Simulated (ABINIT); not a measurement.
Crystal: Ta.

```
Ta
1.0
     2.90037    0.00000    0.00000
    -1.45019    2.51180    0.00000
     0.00000    0.00000    5.16627
Ta
2
Direct
  0.33333 0.66667 0.25000
  0.66667 0.33333 0.75000
```

This isn't the form of Ta at room conditions, which is bcc.

```yaml
Program: ABINIT 10.8.3 (patched build)
Task: single point
Functional: PBEsol
Potentials_or_basis: PseudoDojo NC SR PBEsol v0.4.1 standard
Cutoff: 789 eV
k_mesh: 11 × 11 × 5
Occupations: fermi-dirac, width 0.05 eV
Spin: no spin polarisation
```

On this cell: pressure -7.2 GPa; largest force under 0.003 eV/Å; band gap on the k mesh none (metal or under the smearing width).

The same run follows on a disturbed copy (atoms moved at random, drawn with an rms of 0.05 Å):

```
Ta
1.0
     2.90037    0.00000    0.00000
    -1.45019    2.51180    0.00000
     0.00000    0.00000    5.16627
Ta
2
Direct
  0.33032 0.67247 0.24286
  0.66260 0.32497 0.75926
```

Question: What does the disturbed cell give?

Answer: The energy (extrapolated to zero smearing) moves by +18.3 meV/atom; pressure -6.7 GPa; largest force 0.893 eV/Å; band gap on the k mesh none (metal or under the smearing width).

Forces on the atoms (eV/Å):
```
Ta  -0.023  0.040  0.892
Ta   0.023 -0.040 -0.892
```

Stress tensor (GPa, compression positive):
```
-8.15  0.29 -0.07
 0.29 -6.80  0.14
-0.07  0.14 -5.05
```
